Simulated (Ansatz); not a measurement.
## BaS: what symmetry allows forces and stress to be

```
Ba S
1.0
     0.00000    3.08931    3.03096
     3.06750   -0.01562    3.04658
     3.06750    3.10493   -0.01562
Ba S
1 1
Direct
  0.99273 0.01112 0.98888
  0.50727 0.48888 0.51112
```

The calculation used DFT PBEsol, scalar-relativistic, plane waves, PAW in Ansatz 0.2.0.

Settings: cutoff 420 eV, Γ-centred mesh 8×8×8 on the computed 2-atom cell, Gaussian smearing of 0.02 eV; no spin polarisation.

This distorted cell has space group Cm, with 2 operations.

Without a calculation: in which directions can each atom feel a force?

A force must be left unchanged by every operation that keeps its atom in place, so it lies in the space that those operations leave fixed. Atoms that the group maps onto each other feel forces of one size.
| atom | site symmetry | operations at the site | equivalent to atom | allowed force (Cartesian) |
| --- | --- | --- | --- | --- |
| Ba1 | m | 2 | 1 | in the plane normal to (1.00, 0.00, 0.00) |
| S2 | m | 2 | 2 | in the plane normal to (1.00, 0.00, 0.00) |

That leaves 4 independent force components of 6, tied by 2 conditions that the forces sum to zero, so 2 remain. A relaxation in this cell that keeps the symmetry moves the atoms in these directions alone.

And the stress tensor?

It must be invariant under the point group, which leaves 4 independent components: xz, xy vanish.

Do the computed values obey this?

Yes. Forces (eV/Å):
```
Ba1  0.000  0.286 -0.085
S2   0.000 -0.286  0.085
```

Stress (GPa, compression positive, xx yy zz yz xz xy): 5.16 4.48 6.16 0.20 0.00 0.00. The program imposes the same operations on density, forces and stress, so this confirms the analysis and is no independent test of the calculation.